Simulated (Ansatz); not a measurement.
## Bands of Zr

```xyz
1
Lattice="0.0000 2.2550 2.2550 2.2550 0.0000 2.2550 2.2550 2.2550 0.0000" Properties=species:S:1:pos:R:3 pbc="T T T"
Zr    0.0000    0.0000    0.0000
```

The conventional cell has a = 4.510 Å, b = 4.510 Å, c = 4.510 Å, α = 90.00°, β = 90.00°, γ = 90.00°. Around Zr (atom 1) lie 12 Zr at 3.19 Å.

The cell is COD entry 1534901, as deposited and not checked against the literature; nothing was relaxed.

Computed with Ansatz 0.2.0, DFT, PBE, all-electron LAPW, scalar-relativistic.

Numerical set-up: a Γ-centred 13×13×13 k mesh, Fermi–Dirac smearing of 0.05 eV, basis error target 0.5 meV/atom, no spin polarisation.

Points in fractions of the reciprocal vectors of this cell: Γ (0, 0, 0), X (0.5, 0, 0.5), U (0.625, 0.25, 0.625), K (0.375, 0.375, 0.75), L (0.5, 0.5, 0.5), W (0.5, 0.25, 0.75). The path joins them by straight lines in the order Γ–X–U–K–Γ–L–W–X; legs that retrace an earlier one aren't tabulated. Energies are in eV from the Fermi level.

List the levels at K between -5 and 1.5 eV.

-2.12, -1.38, 0.97.

List the levels at Γ between -5 and 1.5 eV.

0.99 (×3).

List the levels at W between -5 and 1.5 eV.

-1.76, -0.39 (×2).

What is the band gap?

none: bands cross the Fermi level, a metal.
